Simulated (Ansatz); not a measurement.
## SnTe in Ansatz: the effect of functional

SnTe:

```
CELL_PARAMETERS angstrom
0.00000 3.17172 3.17172
3.17172 0.00000 3.17172
3.17172 3.17172 0.00000
ATOMIC_POSITIONS crystal
Te 0.50000 0.50000 0.50000
Sn 0.00000 0.00000 0.00000
```

The cell isn't the ideal one: volume scaled by 1.02.

Alike in all runs:

| Property | Result |
| --- | --- |
| Program | Ansatz 0.2.0 |
| Task | single point |
| Potentials or basis | Ansatz PAW |
| k mesh | 7 × 7 × 7 |
| Occupations | fermi-dirac, width 0.05 eV |
| Spin | no spin polarisation |

Q: One run gave: pressure -2.4 GPa. Which functional did it use?
A. r2SCAN
B. LDA
C. PBE

A: B.

```tsv
functional	cutoff	pressure (GPa)
LDA	420 eV (not typed: the program's choice for these potentials)	-2.4
r2SCAN	500 eV (not typed: the program's choice for these potentials)	0.6
PBE	420 eV (not typed: the program's choice for these potentials)	1.3
```

Caveats: the PAW data sets come from PBE, with cores solved anew for the run's functional, which leaves a small shift of forces and pressure (some runs).
